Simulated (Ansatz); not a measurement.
Theory: DFT PBE, scalar-relativistic, plane waves, PAW (Ansatz). Several structures of Mg2H3 were relaxed, and the powder pattern of one of them was computed from 10° to 70° in 2θ (λ = 1.5406 Å; lines under 1 % are left out).

Cu Kα1 powder pattern (kinematic, no thermal factors).
2θ (°) (relative intensity): 10.27 (100), 19.65 (11), 20.62 (56), 22.22 (17), 28.63 (9), 31.15 (4), 34.38 (38), 35.97 (16), 37.10 (4), 39.91 (2), 40.43 (52), 41.32 (3), 41.95 (7), 45.33 (2), 46.73 (2), 47.07 (9), 51.47 (2), 53.67 (1), 54.80 (3), 55.32 (22), 57.23 (1), 58.11 (2), 59.28 (1), 61.58 (8), 62.62 (4), 63.37 (2), 64.86 (3), 64.96 (2), 65.67 (12)

**Question.** Which structure gives it?
1. Space group R-3c (No. 167), trigonal, a = 5.380 Å, c = 12.521 Å. Mg is surrounded by 6 H at 2.06–2.10 Å; around H lie 4 Mg at 2.06–2.10 Å.
2. Space group P-3m1 (No. 164), trigonal, a = 3.293 Å, c = 5.360 Å. Around Mg lie 3 H at 1.98 Å, 1 H at 2.15 Å and 3 H at 2.32 Å; H on a site of symmetry -3m has 6 Mg at 2.32 Å and 6 H at 2.68 Å; around H on a site of symmetry 3m lie 3 Mg at 1.98 Å, 1 Mg at 2.15 Å, 3 H at 2.48 Å and 3 H at 2.68 Å.
3. Space group P-31m (No. 162), trigonal, a = 5.213 Å, c = 8.607 Å. Around Mg on a site of symmetry 32 lie 6 H at 1.97 Å; Mg on a site of symmetry -3m has 6 H at 3.79 Å and 2 Mg at 4.30 Å; around H lie 3 Mg at 1.97 Å, 3 H at 2.55–2.56 Å, 6 H at 3.01 Å, 3 Mg at 3.60 Å and 1 Mg at 3.79 Å; 1 more site not described.

**Answer.** 3. Its strongest line, at 2θ = 10.27°, has d = λ/(2 sin θ) = 8.607 Å and is the (0 0 1) reflection of the conventional P-31m cell with a = 5.213 Å, c = 8.607 Å. The others have their strongest lines at 33.3° (1); 35.6° (2).

The cells needn't be stable.
